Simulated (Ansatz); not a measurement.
# P: course of a relaxation

Theory: DFT PBE, scalar-relativistic, plane waves, PAW in Ansatz 0.2.0. Settings: 420 eV cutoff, 12×12×14 k-mesh, Gaussian smearing of 0.10 eV, no spin polarisation.

What was changed in N: N → P on all its sites, cell and atoms relaxed.

Command:

```bash
ansatz run input.yaml --threads 1 --pin off --max-ram 2560MiB --backend cpu --events-out ev --progress --plain --runs-dir out
```

Input:

```yaml
crystal:
  lattice:
    - [3.3314942861, 0.0, 0.0]
    - [-1.665747143, 2.8851586844, 0.0]
    - [0.0, 0.0, 3.1664159569]
  atoms:
    - { symbol: P, position: [0.6666666667, 0.3333333333, 0.25] }
    - { symbol: P, position: [0.3333333333, 0.6666666667, 0.75] }
basis:
  ecutwfc: 420
kpoints:
  mp_grid: { grid: [12, 12, 14] }
hamiltonian:
  xc: pbe
scf:
  occupations: { method: gaussian, width: 0.1 }
output:
  forces: true
  stress: true
  eigenvalues: true
relax:
  adjacent_minimum: "off"
  f_tol: 0.01
  max_steps: 60
  cell: { stress_tol: 0.1 }
```

F is the free energy. Steps run on the plane waves of an earlier cell, but the last one, and at times one on the way, on a freshly chosen basis, so a repeated geometry can differ a little in energy.

Steps:

| step | F − F(1) (eV) | largest force component (eV/Å) | V (Å³/atom) | P (GPa) |
| --- | --- | --- | --- | --- |
| 1 | 0.0000 | 0.000 | 15.218 | 0.08 |
| 2 | 0.0013 | 0.000 | 15.043 | 0.02 |
| 3 | -0.0087 | 0.000 | 15.143 | 0.07 |
| 4 | -0.0087 | 0.000 | 15.151 | 0.04 |
| 5 | -0.0087 | 0.000 | 15.151 | 0.04 |

Relaxed structure:

```
CELL_PARAMETERS angstrom
3.29816 0.00000 0.00000
-1.64908 2.85629 0.00000
0.00000 0.00000 3.21671
ATOMIC_POSITIONS crystal
P 0.66667 0.33333 0.25000
P 0.33333 0.66667 0.75000
```

The structure is hexagonal, space group P6_3/mmc (No. 194). Conventional cell: a = 3.298 Å, b = 3.298 Å, c = 3.217 Å, α = 90.00°, β = 90.00°, γ = 120.00°. Around P (site symmetry -6m2) lie 6 P at 2.49 Å.

The run converged. Time: 18 s on 1 thread of AMD EPYC 7R43 64-Core Processor (Zen 3) (shared host), peak memory 0.39 GiB.